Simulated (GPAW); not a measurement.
TiSi:

```xyz
2
Lattice="1.8162 -2.1176 0.0000 1.8162 2.1176 0.0000 0.0000 0.0000 3.8039" Properties=species:S:1:pos:R:3 pbc="T T T"
Ti    1.8162    0.0000    0.0000
Si    0.0000    0.0000    1.9020
```

The cell comes from a database or a generator and needn't be the stable form of this composition.

* Program: GPAW 26.7.0
* Task: relaxation of cell and atoms
* Functional: PBEsol
* Dispersion: D4
* Potentials or basis: PAW data sets generated in the run's folder for this functional
* Cutoff: 600 eV
* Basis: pw
* k mesh: 8 × 8 × 6
* Occupations: fermi-dirac, width 0.05 eV
* Spin: no spin polarisation

At the start: pressure -6.1 GPa; volume 14.63 Å³/atom.

Task: How do energy, volume and symmetry change on relaxing?

Result: Over 6 steps the energy falls by 16.3 meV/atom and the volume is 13.90 Å³/atom (-5.0 %); space group Cmmm (No. 65, to 0.05 Å).

Step by step:
| step | energy change (eV) | largest force (eV/Å) | pressure (GPa) | volume (Å³) |
| --- | --- | --- | --- | --- |
| 1 | 0.0000 | 0.0000 | -6.12 | 29.26 |
| 2 | -0.0109 | 0.0000 | -4.60 | 28.91 |
| 3 | -0.0241 | 0.0000 | 0.49 | 27.86 |
| 4 | -0.0252 | 0.0000 | 0.42 | 27.86 |
| 5 | -0.0323 | 0.0000 | 0.19 | 27.77 |
| 6 | -0.0325 | 0.0000 | 0.01 | 27.80 |

Final structure:
```cif
data_structure
_symmetry_space_group_name_H-M 'P 1'
_symmetry_Int_Tables_number 1
_cell_length_a 2.7133
_cell_length_b 2.7133
_cell_length_c 3.7983
_cell_angle_alpha 90.000
_cell_angle_beta 90.000
_cell_angle_gamma 96.229
_cell_volume 27.80
loop_
_atom_site_label
_atom_site_type_symbol
_atom_site_fract_x
_atom_site_fract_y
_atom_site_fract_z
_atom_site_occupancy
Ti1 Ti 0.50000 0.50000 0.00000 1
Si1 Si 0.00000 0.00000 0.50000 1
```

Caveat: later steps reuse the first step's grids; pairwise dispersion overbinds metals, which lowers pressure and volume.
